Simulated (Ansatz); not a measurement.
Consider AlSb in the zinc blende structure (space group F-43m, No. 216; a = 6.177 Å). Axes: x, y, z lie along the cube axes.

Method: r2SCAN (Ansatz, a program for electronic structure; PAW; 500 eV plane waves; no spin-orbit coupling).

Before the change:

```
Item                  Result
-------------------  -------
Smallest direct gap  2.03 eV
```

Perturbation: biaxial strain −3.57 %, plane normal [111], relaxed out of plane (Cartesian); in-plane vectors clamped, the third vector and the atoms free.

Q: How does this affect the smallest direct gap?

A: The smallest direct gap shrinks by 0.06 eV, from 2.03 eV to 1.97 eV.

Q: Estimate the effect on the ratio −ε⊥/ε∥.

A: The ratio −ε⊥/ε∥ comes out as 0.54.

With Sb present, leaving out spin-orbit coupling can change the band edges. Whether these cells are dynamically stable was not tested.
